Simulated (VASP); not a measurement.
# Pd (P6_3/mmc) in VASP: notebook

The runs below take Pd through single point, with PBEsol, r2SCAN.

Everything below comes from runs of VASP 6.6.1. Logs are shortened: lines on timing, memory, paths and dates and some standing lists are left out, and cuts for length are marked.

### 1 The crystal as given

Symmetry: P6_3/mmc, No. 194, hexagonal system. Conventional cell: a = 2.718 Å, b = 2.718 Å, c = 4.562 Å, α = 90.00°, β = 90.00°, γ = 120.00°. Around Pd (site symmetry -6m2) lie 12 Pd at 2.72 to 2.77 Å.

This isn't the form of Pd at room conditions, which is fcc.

### 2 Single point, PBEsol

INCAR

```
SYSTEM = Pd
PREC = Accurate
ENCUT = 700
EDIFF = 1E-6
ISMEAR = 0
SIGMA = 0.1
LREAL = .FALSE.
LASPH = .TRUE.
NELM = 80
ALGO = Fast
ISIF = 2
LWAVE = .FALSE.
LCHARG = .FALSE.
GGA = PS
```

KPOINTS

```
regular mesh
0
G
  18 18 10
  0 0 0
```

POSCAR

```
Pd
1.0
    2.7179600000      0.0000000000      0.0000000000
   -1.3589800000      2.3538200000      0.0000000000
    0.0000000000      0.0000000000      4.5622200000
Pd
2
Direct
    0.3333300000      0.6666700000      0.2500000000
    0.6666700000      0.3333300000      0.7500000000
```

Potentials or basis: VASP PAW PBE potentials, release 64 (Pd).

Command:

```console
cat potpaw_PBE.64/Pd/POTCAR > POTCAR
mpirun -np 1 vasp_std > vasp.out
```

OUTCAR:

```text
SYSTEM = Pd
   PREC = Accurate
   ENCUT = 700
   EDIFF = 1E-6
   ISMEAR = 0
   LREAL = .FALSE.
   LASPH = .TRUE.
   NELM = 80
   ISIF = 2
   GGA = PS

 ion  position               nearest neighbor table
   1  0.333  0.667  0.250-   2 2.77   2 2.77   2 2.77   2 2.77   2 2.77   2 2.77
   2  0.667  0.333  0.750-   1 2.77   1 2.77   1 2.77   1 2.77   1 2.77   1 2.77

  LATTYP: Found a hexagonal cell.
 ALAT       =     2.7179600000
 C/A-ratio  =     1.6785456740

  Lattice vectors:

 A1 = (   2.7179600000,   0.0000000000,   0.0000000000)
 A2 = (  -1.3589800000,   2.3538200000,   0.0000000000)
 A3 = (   0.0000000000,   0.0000000000,   4.5622200000)

Analysis of symmetry for initial positions (statically):
=====================================================================
 Subroutine PRICEL returns:
 Original cell was already a primitive cell.

 Routine SETGRP: Setting up the symmetry group for a
 hexagonal supercell.

 Subroutine GETGRP returns: Found  8 space group operations
 (whereof  4 operations were pure point group operations)
 out of a pool of 24 trial point group operations.

The static configuration has the point symmetry C_2h.
 The point group associated with its full space group is D_2h.

Analysis of symmetry for dynamics (positions and initial velocities):
=====================================================================
 Subroutine PRICEL returns:
 Original cell was already a primitive cell.

 Routine SETGRP: Setting up the symmetry group for a
 hexagonal supercell.

 Subroutine GETGRP returns: Found  8 space group operations
 (whereof  4 operations were pure point group operations)
 out of a pool of 24 trial point group operations.

The dynamic configuration has the point symmetry C_2h.
 The point group associated with its full space group is D_2h.

 Subroutine INISYM returns: Found  8 space group operations
 (whereof  4 operations are pure point group operations),
 and found     1 'primitive' translations

----------------------------------------------------------------------------------------

                                     Primitive cell

  volume of cell :      29.1872

  direct lattice vectors                    reciprocal lattice vectors
     2.717960000  0.000000000  0.000000000     0.367923001  0.212420661  0.000000000
    -1.358980000  2.353820000  0.000000000     0.000000000  0.424841322  0.000000000
     0.000000000  0.000000000  4.562220000     0.000000000  0.000000000  0.219191534

  length of vectors
     2.717960000  2.717957916  4.562220000     0.424840996  0.424841322  0.219191534

  position of ions in fractional coordinates (direct lattice)
     0.333330000  0.666670000  0.250000000
     0.666670000  0.333330000  0.750000000

  ion indices of the primitive-cell ions
   primitive index   ion index
                 1           1
                 2           2

----------------------------------------------------------------------------------------

 KPOINTS: regular mesh

Automatic generation of k-mesh.
 Grid dimensions read from file:
 generate k-points for:   18   18   10

 Generating k-lattice:

  Cartesian coordinates                     Fractional coordinates (reciprocal lattice)
     0.020440167  0.011801148  0.000000000     0.055555556  0.000000000  0.000000000
     0.000000000  0.023602296  0.000000000     0.000000000  0.055555556  0.000000000
     0.000000000  0.000000000  0.021919153     0.000000000  0.000000000  0.100000000

  Length of vectors
     0.023602278  0.023602296  0.021919153

  Shift w.r.t. Gamma in fractional coordinates (k-lattice)
     0.000000000  0.000000000  0.000000000

 Subroutine IBZKPT returns following result:
 ===========================================

 Found    546 irreducible k-points:

 Following reciprocal coordinates:
            Coordinates               Weight
  0.000000  0.000000  0.000000      1.000000
  0.055556  0.000000  0.000000      4.000000
 -0.055556  0.055556  0.000000      2.000000
  0.111111  0.000000  0.000000      4.000000
 -0.111111  0.111111  0.000000      2.000000
  0.166667  0.000000  0.000000      4.000000
[... 16 lines left out ...]
 -0.055556  0.166667  0.000000      4.000000
 -0.166667  0.111111  0.000000      4.000000
 [... further k-points ...]
   k-points           NKPTS =    546   k-points in BZ     NKDIM =    546   number of bands    NBANDS=     14
   number of dos      NEDOS =    301   number of ions     NIONS =      2
   total plane-waves  NPLWV =  23040
   dimension x,y,z NGX =    24 NGY =   24 NGZ =   40
   dimension x,y,z NGXF=    48 NGYF=   48 NGZF=   80
   ions per type =               2
   NGX,Y,Z   is equivalent  to a cutoff of  14.68, 14.68, 14.58 a.u.
   NGXF,Y,Z  is equivalent  to a cutoff of  29.36, 29.36, 29.15 a.u.
 SYSTEM =  Pd
   PREC   = accura    normal or accurate (medium, high low for compatibility)
   ISTART =      0    job   : 0-new  1-cont  2-samecut
   ICHARG =      2    charge: 1-file 2-atom 10-const
   ISPIN  =      1    spin polarized calculation?
   LNONCOLLINEAR =      F non collinear calculations
   LSORBIT =      F    spin-orbit coupling
   LASPH  =      T    aspherical Exc in radial PAW
   ENCUT  =  700.0 eV  51.45 Ry    7.17 a.u.   5.86  5.86  9.84*2*pi/ulx,y,z
   NELM   =     80;   NELMIN=  2; NELMDL= -5     # of ELM steps
   EDIFF  = 0.1E-05   stopping-criterion for ELM
   LREAL  =      F    real-space projection
[... 7 lines left out ...]
   TEBEG  =    0.0;   TEEND  =   0.0 temperature during run
   PSTRESS=    0.0 pullay stress
   NELECT =      20.0000    total number of electrons
   NUPDOWN=      -1.0000    fix difference up-down
   EMIN   =  10.00;   EMAX   =-10.00  energy-range for DOS
   EFERMI =   0.00;   METHOD = LEGACY
   ISMEAR =     0;   SIGMA  =   0.10  broadening in eV -4-tet -1-fermi 0-gaus
   EFERMI_NEDOS =   21; number of points for ismear=-14 and -15
   IALGO  =     68    algorithm
   IMIX   =      4    mixing-type and parameters
     AMIX     =   0.40;   BMIX     =  1.00
     AMIX_MAG =   1.60;   BMIX_MAG =  1.00
  volume/ion in A,a.u.               =      14.59        98.48
  Fermi-wavevector in a.u.,A,eV,Ry     =   1.443291  2.727425 28.342156  2.083090
  Thomas-Fermi vector in A             =   2.561715
   LORBIT       =      0    0 simple, 1 ext, 2 COOP (PROOUT), +10 PAW based schemes
   GGA     = PS    functional components
   LHFCALC =     F    Hartree Fock is set to
   AEXX    =    0.0000 exact exchange contribution
   IVDW    =     0    specifies the selected vdW correction
   LEPSILON=     F    determine dielectric tensor
   LRPA    =     F    only Hartree local field effects (RPA)
 non-spin polarized calculation
 RMM-DIIS sequential band-by-band and
 Gauss-broadening in eV      SIGMA  =   0.10
  energy-cutoff  :      700.00
  volume of cell :       29.19
 maximum number of plane-waves:      1254
   NGX = 11   NGY = 11   NGZ = 19

 number of electron      19.9999998 magnetization

 Free energy of the ion-electron system (eV)
  ---------------------------------------------------
  ext. energy  EPLUGINS =         0.00000000
  ---------------------------------------------------
  free energy    TOTEN  =       -11.86136119 eV

  energy without entropy =      -11.83433746  energy(sigma->0) =      -11.84784933

 E-fermi :   9.8083     XC(G=0): -13.4438

 val. band max:        9.8047743136   @ k =  -0.4444   0.2778   0.2000
 cond. band min:       9.8084643553   @ k =   0.3889   0.1111   0.0000
 fundamental gap:      0.0036900418
 Fermi energy:         9.8082533540

 k-point     1 :       0.0000    0.0000    0.0000
  band No.  band energies     occupation
      1       2.4784      2.00000
      2       4.3553      2.00000
      3       6.7379      2.00000
      4       6.9907      2.00000
      5       6.9908      2.00000
      6       7.3443      2.00000
      7       7.3443      2.00000
      8       8.1431      2.00000
      9       8.1433      2.00000
     10       9.5761      1.99897
     11       9.5762      1.99897
     12      10.4672      0.00000
     13      16.7396      0.00000
     14      26.9567      0.00000

 k-point     2 :       0.0556    0.0000    0.0000
  band No.  band energies     occupation
      1       2.5819      2.00000
      2       4.4319      2.00000
      3       6.6848      2.00000
      4       7.0319      2.00000
      5       7.0615      2.00000
      6       7.3070      2.00000
      7       7.4100      2.00000
      8       8.0620      2.00000
      9       8.0980      2.00000
     10       9.0179      2.00000
     11       9.5954      1.99739
     12      11.1517      0.00000
     13      16.7398      0.00000
     14      27.0153      0.00000

 k-point     3 :      -0.0556    0.0556    0.0000
  band No.  band energies     occupation
      1       2.5819      2.00000
      2       4.4319      2.00000
      3       6.6848      2.00000
      4       7.0319      2.00000
      5       7.0615      2.00000
      6       7.3070      2.00000
      7       7.4101      2.00000
      8       8.0621      2.00000
      9       8.0979      2.00000
     10       9.0179      2.00000
     11       9.5955      1.99738
     12      11.1516      0.00000
     13      16.7398      0.00000
     14      27.0153      0.00000

 k-point     4 :       0.1111    0.0000    0.0000
  band No.  band energies     occupation
      1       2.8833      2.00000
      2       4.6427      2.00000
      3       6.5419      2.00000
      4       7.1088      2.00000
      5       7.2641      2.00000
      6       7.2694      2.00000
      7       7.6028      2.00000
      8       7.7337      2.00000
      9       7.9757      2.00000
     10       8.4130      2.00000
     11       9.6431      1.98046
     12      12.2251      0.00000
     13      16.7449      0.00000
     14      26.9130      0.00000

 k-point     5 :      -0.1111    0.1111    0.0000
  band No.  band energies     occupation
      1       2.8833      2.00000
      2       4.6427      2.00000
      3       6.5419      2.00000
      4       7.1088      2.00000
      5       7.2641      2.00000
      6       7.2694      2.00000
      7       7.6028      2.00000
      8       7.7337      2.00000
      9       7.9756      2.00000
     10       8.4130      2.00000
     11       9.6432      1.98041
[... 276 lines left out ...]
 k-point    22 :       0.1111    0.0556    0.0000
  band No.  band energies     occupation
      1       3.1715      2.00000
      2       4.8292      2.00000
      3       6.4107      2.00000
      4       7.0925      2.00000
      5       7.2974      2.00000
      6       7.4044      2.00000
      7       7.4900      2.00000
      8       7.7589      2.00000
      9       7.8251      2.00000
     10       8.2629      2.00000
     11       9.6655      1.95644
     12      12.9760      0.00000
     13      16.7585      0.00000
     14      26.5212      0.00000

 k-point    23 :      -0.0556    0.1667    0.0000
  band No.  band energies     occupation
      1       3.1715      2.00000
      2       4.8292      2.00000
      3       6.4107      2.00000
      4       7.0925      2.00000
      5       7.2974      2.00000
      6       7.4043      2.00000
      7       7.4900      2.00000
      8       7.7589      2.00000
      9       7.8251      2.00000
     10       8.2629      2.00000
     11       9.6656      1.95635
     12      12.9760      0.00000
     13      16.7585      0.00000
     14      26.5212      0.00000

 k-point    24 :      -0.1667    0.1111    0.0000
  band No.  band energies     occupation
      1       3.1715      2.00000
      2       4.8292      2.00000
      3       6.4107      2.00000
      4       7.0925      2.00000
      5       7.2974      2.00000
      6       7.4043      2.00000
      7       7.4900      2.00000
      8       7.7589      2.00000
      9       7.8252      2.00000
     10       8.2629      2.00000
     11       9.6656      1.95632
     12      12.9760      0.00000
     13      16.7585      0.00000
     14      26.5213      0.00000

 [... further k-points ...]
[... 5 lines left out ...]
  --------------------------------------------------------------------------------------
  -------------------------------------------------------------------------------------
  Total        0.0296788      0.0297560      0.0264655      0.0000669      0.0000000      0.0000000
  in kB        1.6291604      1.6333985      1.4527767      0.0036732      0.0000000      0.0000000
  external PRESSURE =       1.5717786 kB  Pullay stress =       0.0000000 kB

 VOLUME and BASIS-vectors are now :
 -----------------------------------------------------------------------------
  energy-cutoff  :      700.00
  volume of cell :       29.19
      direct lattice vectors                 reciprocal lattice vectors
     2.717960000  0.000000000  0.000000000     0.367923001  0.212420661  0.000000000
    -1.358980000  2.353820000  0.000000000     0.000000000  0.424841322  0.000000000
     0.000000000  0.000000000  4.562220000     0.000000000  0.000000000  0.219191534

 POSITION                                       TOTAL-FORCE (eV/Angst)
 -----------------------------------------------------------------------------------
     -0.00001      1.56922      1.14055         0.000026     -0.000015      0.000000
      1.35899      0.78460      3.42166        -0.000026      0.000015     -0.000000
 -----------------------------------------------------------------------------------
    total drift:                                0.000000      0.000000      0.000000

  FREE ENERGIE OF THE ION-ELECTRON SYSTEM (eV)
  ---------------------------------------------------
  free  energy   TOTEN  =       -11.8613611945 eV

  energy  without entropy=      -11.8343374586  energy(sigma->0) =      -11.84784933
```

Wall time 3.9 min (1 thread of Intel Xeon Platinum 8259CL at 2.50GHz (Skylake/Cascade Lake), shared host); peak memory 0.41 GiB.

Results:

| Property | Result |
| --- | --- |
| Free energy | -11.8614 eV |
| Pressure | 0.2 GPa |
| Band gap on the k mesh | none (metal or under the smearing width) |

Levels at points of the mesh, in eV from the Fermi level:
```tsv
k point	band 8	band 9	band 10	band 11	band 12	band 13
(0.00, 0.00, 0.00)	-1.67	-1.66	-0.23	-0.23	0.66	6.93
(0.50, 0.00, 0.00)	0.03	0.05	0.24	2.61	4.60	9.68
(0.50, 0.50, 0.00)	0.03	0.05	0.24	2.61	4.60	9.68
(0.00, 0.00, 0.50)	-2.85	-0.71	-0.71	-0.71	-0.71	13.96
(0.50, 0.00, 0.50)	-0.50	0.16	0.16	2.59	2.59	8.35
(0.50, 0.50, 0.50)	-0.50	0.16	0.16	2.59	2.59	8.35
```

Caveat: the PAW data sets were made with another functional, which shifts forces and pressure a little.

### 3 Single point, PBEsol

Edit INCAR of step 2 so:

```diff
@@ -2,3 +2,3 @@
 PREC = Accurate
-ENCUT = 700
+ENCUT = 520
 EDIFF = 1E-6
```

KPOINTS

```
regular mesh
0
G
  27 27 14
  0 0 0
```

POSCAR is that of step 2.

Potentials or basis: VASP PAW PBE potentials, release 64 (Pd).

Command:

```console
cat potpaw_PBE.64/Pd/POTCAR > POTCAR
mpirun -np 1 vasp_std > vasp.out
```

It took 7.8 min on 1 thread of Intel Xeon Platinum 8259CL at 2.50GHz (Skylake/Cascade Lake), shared host; peak memory 0.63 GiB.

Results (log left out):

| Quantity | Value |
| --- | --- |
| Free energy | -11.8595 eV |
| Pressure | 0.1 GPa |
| Band gap on the k mesh | none (metal or under the smearing width) |

Stress tensor (GPa, compression positive):
```
 0.11  0.00  0.00
 0.00  0.11  0.00
 0.00  0.00 -0.05
```

Levels at points of the mesh, in eV from the Fermi level:
| k point | band 8 | band 9 | band 10 | band 11 | band 12 | band 13 |
| --- | --- | --- | --- | --- | --- | --- |
| (0.00, 0.00, 0.00) | -1.67 | -1.67 | -0.23 | -0.23 | 0.66 | 6.93 |
| (0.00, 0.00, 0.50) | -2.85 | -0.71 | -0.71 | -0.71 | -0.71 | 13.96 |

Caveat: the PAW data sets were made with another functional, which shifts forces and pressure a little.

### 4 Single point, PBEsol

Edit INCAR of step 3 so:

```diff
@@ -5,3 +5,3 @@
 ISMEAR = 0
-SIGMA = 0.1
+SIGMA = 0.5
 LREAL = .FALSE.
```

KPOINTS

```
regular mesh
0
G
  18 18 10
  0 0 0
```

POSCAR is that of step 3.

Potentials or basis: VASP PAW PBE potentials, release 64 (Pd).

Command:

```console
cat potpaw_PBE.64/Pd/POTCAR > POTCAR
mpirun -np 1 vasp_std > vasp.out
```

OUTCAR:

```text
SYSTEM = Pd
   PREC = Accurate
   ENCUT = 520
   EDIFF = 1E-6
   ISMEAR = 0
   LREAL = .FALSE.
   LASPH = .TRUE.
   NELM = 80
   ISIF = 2
   GGA = PS

 ion  position               nearest neighbor table
   1  0.333  0.667  0.250-   2 2.77   2 2.77   2 2.77   2 2.77   2 2.77   2 2.77
   2  0.667  0.333  0.750-   1 2.77   1 2.77   1 2.77   1 2.77   1 2.77   1 2.77

  LATTYP: Found a hexagonal cell.
 ALAT       =     2.7179600000
 C/A-ratio  =     1.6785456740

  Lattice vectors:

 A1 = (   2.7179600000,   0.0000000000,   0.0000000000)
 A2 = (  -1.3589800000,   2.3538200000,   0.0000000000)
 A3 = (   0.0000000000,   0.0000000000,   4.5622200000)

Analysis of symmetry for initial positions (statically):
=====================================================================
 Subroutine PRICEL returns:
 Original cell was already a primitive cell.

 Routine SETGRP: Setting up the symmetry group for a
 hexagonal supercell.

 Subroutine GETGRP returns: Found  8 space group operations
 (whereof  4 operations were pure point group operations)
 out of a pool of 24 trial point group operations.

The static configuration has the point symmetry C_2h.
[... 173 lines left out ...]
  band No.  band energies     occupation
      1       2.4787      2.00000
      2       4.3557      2.00000
      3       6.7296      2.00000
      4       7.0041      2.00000
      5       7.0042      2.00000
      6       7.3582      2.00000
      7       7.3582      2.00000
      8       8.1256      2.00000
      9       8.1257      2.00000
     10       9.5581      1.67862
     11       9.5582      1.67847
     12      10.4582      0.12008
     13      16.7372      0.00000
     14      26.9652      0.00000
[... 377 lines left out ...]
      1       3.1714      2.00000
      2       4.8292      2.00000
      3       6.4171      2.00000
      4       7.1037      2.00000
      5       7.2992      2.00000
      6       7.3891      2.00000
      7       7.5032      2.00000
      8       7.7420      2.00000
      9       7.8383      2.00000
     10       8.2468      2.00000
     11       9.6476      1.53980
     12      12.9629      0.00000
     13      16.7572      0.00000
     14      26.5248      0.00000

 [... further k-points ...]
[... 5 lines left out ...]
  --------------------------------------------------------------------------------------
  -------------------------------------------------------------------------------------
  Total        0.3832625      0.3833336     -0.1687664      0.0000623      0.0000000      0.0000000
  in kB       21.0384794     21.0423827     -9.2641159      0.0034176      0.0000000      0.0000000
  external PRESSURE =      10.9389154 kB  Pullay stress =       0.0000000 kB

 VOLUME and BASIS-vectors are now :
 -----------------------------------------------------------------------------
  energy-cutoff  :      520.00
  volume of cell :       29.19
      direct lattice vectors                 reciprocal lattice vectors
     2.717960000  0.000000000  0.000000000     0.367923001  0.212420661  0.000000000
    -1.358980000  2.353820000  0.000000000     0.000000000  0.424841322  0.000000000
     0.000000000  0.000000000  4.562220000     0.000000000  0.000000000  0.219191534

 POSITION                                       TOTAL-FORCE (eV/Angst)
 -----------------------------------------------------------------------------------
     -0.00001      1.56922      1.14055         0.000040     -0.000023      0.000000
      1.35899      0.78460      3.42166        -0.000040      0.000023     -0.000000
 -----------------------------------------------------------------------------------
    total drift:                                0.000000      0.000000      0.000000

  FREE ENERGIE OF THE ION-ELECTRON SYSTEM (eV)
  ---------------------------------------------------
  free  energy   TOTEN  =       -12.0856249026 eV

  energy  without entropy=      -11.7025933662  energy(sigma->0) =      -11.89410913
```

Run time: 4.2 min. Hardware: 1 thread of Intel Xeon Platinum 8259CL at 2.50GHz (Skylake/Cascade Lake), shared host; peak memory 0.3 GiB.

What came out:

| Quantity | Value |
| --- | --- |
| Free energy | -12.0856 eV |
| Pressure | 1.1 GPa |
| Band gap on the k mesh | none (metal or under the smearing width) |

Caveat: the PAW data sets were made with another functional, which shifts forces and pressure a little.

[end of part 1 of 2]
